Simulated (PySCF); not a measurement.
Input of a PySCF 2.14.0 run:

The input run.py:

```python
import json
import numpy as np
from pyscf.pbc import gto, scf, dft, df

cell = gto.Cell()
cell.a = '''
  0.0000000000    3.0473509195    3.0473509195
  3.0473509195    0.0000000000    3.0473509195
  3.0473509195    3.0473509195    0.0000000000'''
cell.atom = '''
Ge   4.5710263792    4.5710263792    4.5710263792
Ge   3.0473509195    3.0473509195    3.0473509195'''
cell.unit = 'A'
cell.basis = 'DZVP-MOLOPT-SR-GTH-q4'
cell.pseudo = 'GTH-PBE-q4'
cell.ke_cutoff = 112  # hartree
cell.exp_to_discard = 0.02
cell.precision = 1e-08
cell.space_group_symmetry = True
cell.symmorphic = False
cell.max_memory = 5880  # MB
cell.verbose = 4
cell.build()

res = {}
kpts = cell.make_kpts([5, 5, 5], space_group_symmetry=True, time_reversal_symmetry=True)
cell.space_group_symmetry = False  # the mesh holds the operations; no search on the supercells of the integral code
mf = dft.KRKS(cell, kpts, xc='pbe')
mf = mf.multigrid_numint()
mf = mf.smearing(sigma=0.00183747, method='fermi')  # hartree
mf.conv_tol = 1e-07
mf.max_cycle = 60

mf.kernel()
res.update(converged=bool(mf.converged), e_tot=mf.e_tot, nelec=cell.nelectron, nao=cell.nao, mesh=list(map(int, cell.mesh)), a=cell.lattice_vectors().tolist(), coords=cell.atom_coords().tolist(),
           mo_energy=[np.real(x).tolist() for x in mf.mo_energy], mo_occ=[np.real(x).tolist() for x in mf.mo_occ])
res.update(e_free=mf.e_free, e_zero=mf.e_zero)
res.update(kpts=kpts.kpts_scaled_ibz.tolist(), weights=kpts.weights_ibz.tolist())
res['parts'] = {k: float(np.real(v)) for k, v in mf.scf_summary.items() if np.isscalar(v)}
json.dump(res, open('results.json', 'w'))
if not mf.converged:
    raise SystemExit('SCF not converged')

print('levels (eV)')
for i, kp in enumerate(res['kpts'][:40]):
    print('k %7.4f %7.4f %7.4f  ' % tuple(kp), ' '.join('%.3f' % (x * 27.211386) for x in res['mo_energy'][i][:9]))

mf = mf.to_khf()  # unfold to the whole mesh
kpts = mf.kpts
# Mulliken populations
dm, s = np.asarray(mf.make_rdm1()), np.asarray(mf.get_ovlp())
sites = cell.aoslice_by_atom()[:, 2:]
tot = np.einsum('kij,kji->i', dm, s).real / len(kpts)
res['mulliken'] = [cell.atom_charge(i) - tot[a0:a1].sum() for i, (a0, a1) in enumerate(sites)]
print('Mulliken charges', np.round(res['mulliken'], 5))

# density of states, Gaussians of 0.15 eV
e = np.asarray(mf.mo_energy).real.reshape(1, -1) * 27.211386
ef = mf.get_fermi()
ef = np.max(ef) * 27.211386
x = np.arange(-15, 10.01, 0.1) + round(ef, 1)
dos = np.exp(-((x[:, None, None] - e) / 0.15) ** 2 / 2).sum(-1).T / (0.15 * np.sqrt(2 * np.pi) * len(kpts)) * 2
res.update(dos_e=x.tolist(), dos=dos.tolist())
for a, b in zip(x[::5], dos.T[::5]):
    print('%8.2f' % a, ' '.join('%9.4f' % y for y in b))
res['done'] = True
json.dump(res, open('results.json', 'w'))
```

Potentials or basis: DZVP-MOLOPT-SR/GTH-PBE (potentials made for PBE).

Launch:

```bash
$ OMP_NUM_THREADS=4 python -u run.py > log
```

(1) Estimate the band gap on the k mesh.

Results:

(1) none (metal or under the smearing width).

Caveat: the basis of atomic orbitals isn't converged, which shifts pressures, moduli and gaps.

The gap isn't set beside the measured one, since this odd mesh misses points on the zone boundary.
